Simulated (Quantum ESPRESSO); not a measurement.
# Sb (P-1) in Quantum ESPRESSO: reference runs

Aim: a first look at Sb with PBE, on the cell as given.

All numbers are computed with Quantum ESPRESSO 7.5; they aren't measurements. Logs are shortened: lines on timing, memory, paths and dates and some standing lists are left out, and cuts for length are marked.

## Step 1: Starting point

The typed cell holds 1 atom: a = 3.459 Å, b = 3.554 Å, c = 3.342 Å, α = 58.62°, β = 55.56°, γ = 54.87°.

This isn't the form of Sb at room conditions, which is rhombohedral.

## Step 2: Single point, PBE

The input, pw.in:

```
&CONTROL
  calculation = 'scf'
  prefix = 'pwscf'
  outdir = './tmp'
  pseudo_dir = './pseudo'
  tprnfor = .true.
  tstress = .true.
  disk_io = 'nowf'
/
&SYSTEM
  ibrav = 0
  nat = 1
  ntyp = 1
  ecutwfc = 55
  ecutrho = 440
  nbnd = 13
  occupations = 'smearing'
  smearing = 'fd'
  degauss = 0.00367493
/
&ELECTRONS
  conv_thr = 2d-10
  electron_maxstep = 120
  mixing_beta = 0.5
/
ATOMIC_SPECIES
Sb   121.7600 sb_pbe_v1.4.uspp.F.UPF
CELL_PARAMETERS angstrom
   0.1733647600    2.3885337500    2.4958692300
   2.4173055400    0.0646925500    2.6045414300
   2.3204533900    2.4003538000    0.1615447000
ATOMIC_POSITIONS crystal
Sb     0.0000000000    0.0000000000    0.0000000000
K_POINTS automatic
10 10 10 0 0 0
```

Potentials or basis: SSSP 1.3 efficiency PBE.

Launch:

```sh
OMP_NUM_THREADS=1 pw.x -in pw.in > pw.out
```

pw.out:

```text
This program is part of the open-source Quantum ESPRESSO suite
     for quantum simulation of materials; please cite
[... 9 lines left out ...]
     --------------------
     sticks:   dense  smooth     PW     G-vecs:    dense   smooth      PW
     Sum        1261     629    209                27891     9867    1887

     Using Slab Decomposition

     bravais-lattice index     =            0
     lattice parameter (alat)  =       6.5365  a.u.
     unit-cell volume          =     179.0211 (a.u.)^3
     number of atoms/cell      =            1
     number of atomic types    =            1
     number of electrons       =        15.00
     number of Kohn-Sham states=           13
     kinetic-energy cutoff     =      55.0000  Ry
     charge density cutoff     =     440.0000  Ry
     scf convergence threshold =      2.0E-10
     mixing beta               =       0.5000
     number of iterations used =            8  plain     mixing
     Exchange-correlation=  SLA  PW   PBX  PBC
                           (   1   4   3   4   0   0   0)

     celldm(1)=   6.536517  celldm(2)=   0.000000  celldm(3)=   0.000000
     celldm(4)=   0.000000  celldm(5)=   0.000000  celldm(6)=   0.000000

     crystal axes: (cart. coord. in units of alat)
               a(1) = (   0.050120   0.690532   0.721563 )
               a(2) = (   0.698850   0.018703   0.752981 )
               a(3) = (   0.670850   0.693949   0.046703 )

     reciprocal axes: (cart. coord. in units 2 pi/alat)
               b(1) = ( -0.813804  0.737115  0.736992 )
               b(2) = (  0.730843 -0.751501  0.668417 )
               b(3) = (  0.790099  0.727796 -0.751378 )

     PseudoPot. # 1 for Sb read from file:
     sb_pbe_v1.4.uspp.F.UPF
     Pseudo is Ultrasoft + core correction, Zval = 15.0
     Generated by new atomic code, or converted to UPF format
     Using radial grid of  891 points,  6 beta functions with:
                l(1) =   0
                l(2) =   0
                l(3) =   1
                l(4) =   1
                l(5) =   2
                l(6) =   2
     Q(r) pseudized with  8 coefficients,  rinner =    1.350   1.350   1.350
                                                       1.350   1.350

     atomic species   valence    mass     pseudopotential
     Sb               15.00   121.76000     Sb( 1.00)

      2 Sym. Ops., with inversion, found

   Cartesian axes

     site n.     atom                  positions (alat units)
         1        Sb     tau(   1) = (   0.0000000   0.0000000   0.0000000  )

     number of k points=   504  Fermi-Dirac smearing, width (Ry)=  0.0037

     Number of k-points >= 100: set verbosity='high' to print them.

     Dense  grid:    27891 G-vectors     FFT dimensions: (  45,  45,  45)

     Smooth grid:     9867 G-vectors     FFT dimensions: (  32,  32,  30)

     Initial potential from superposition of free atoms

     starting charge      14.0000, renormalised to      15.0000
     Starting wfcs are    9 randomized atomic wfcs +    4 random wfcs

     Self-consistent Calculation

     iteration #  1     ecut=    55.00 Ry     beta= 0.50
     Davidson diagonalization with overlap
     ethr =  1.00E-02,  avg # of iterations =  5.7

     total energy              =    -184.73348786 Ry
     estimated scf accuracy    <       0.99115452 Ry

     iteration #  2     ecut=    55.00 Ry     beta= 0.50
     Davidson diagonalization with overlap
     ethr =  6.61E-03,  avg # of iterations =  2.0

     total energy              =    -184.92707320 Ry
     estimated scf accuracy    <       0.01242624 Ry

     iteration #  3     ecut=    55.00 Ry     beta= 0.50
     Davidson diagonalization with overlap
     ethr =  8.28E-05,  avg # of iterations =  3.2

     total energy              =    -184.92800973 Ry
     estimated scf accuracy    <       0.00137378 Ry

     iteration #  4     ecut=    55.00 Ry     beta= 0.50
     Davidson diagonalization with overlap
     ethr =  9.16E-06,  avg # of iterations =  2.7

     total energy              =    -184.92810821 Ry
     estimated scf accuracy    <       0.00000679 Ry

     iteration #  5     ecut=    55.00 Ry     beta= 0.50
     Davidson diagonalization with overlap
     ethr =  4.52E-08,  avg # of iterations =  3.1

     total energy              =    -184.92811226 Ry
     estimated scf accuracy    <       0.00000069 Ry

     iteration #  6     ecut=    55.00 Ry     beta= 0.50
     Davidson diagonalization with overlap
     ethr =  4.60E-09,  avg # of iterations =  1.9

     total energy              =    -184.92811233 Ry
     estimated scf accuracy    <          3.6E-09 Ry

     iteration #  7     ecut=    55.00 Ry     beta= 0.50
     Davidson diagonalization with overlap
     ethr =  2.43E-11,  avg # of iterations =  2.8

     End of self-consistent calculation

     Number of k-points >= 100: set verbosity='high' to print the bands.

     the Fermi energy is    12.0890 ev

!    total energy              =    -184.92811234 Ry
     estimated scf accuracy    <          1.9E-10 Ry
     smearing contrib. (-TS)   =      -0.00041088 Ry
     internal energy E=F+TS    =    -184.92770146 Ry

     The total energy is F=E-TS. E is the sum of the following terms:
     one-electron contribution =     -70.30621665 Ry
     hartree contribution      =      44.56583073 Ry
     xc contribution           =     -44.06450516 Ry
     ewald contribution        =    -115.12281038 Ry

     convergence has been achieved in   7 iterations

     Forces acting on atoms (cartesian axes, Ry/au):

     atom    1 type  1   force =     0.00000000    0.00000000    0.00000000

     Total force =     0.000000     Total SCF correction =     0.000000

     Computing stress (Cartesian axis) and pressure

          total   stress  (Ry/bohr**3)                   (kbar)     P=       28.32
   0.00014333  -0.00005644  -0.00004686           21.08       -8.30       -6.89
  -0.00005644   0.00015662  -0.00003415           -8.30       23.04       -5.02
  -0.00004686  -0.00003415   0.00027751           -6.89       -5.02       40.82

=------------------------------------------------------------------------------=
   JOB DONE.
=------------------------------------------------------------------------------=
```

Run time: 64 s. Hardware: 1 thread of Intel Xeon Platinum 8488C (Sapphire Rapids), shared host; peak memory 0.25 GiB.

What came out:

- Free energy: -2516.0751 eV
- Pressure: 2.8 GPa
- Band gap on the k mesh: none (metal or under the smearing width)

Spin-orbit coupling is left out, which matters for the levels of Sb.
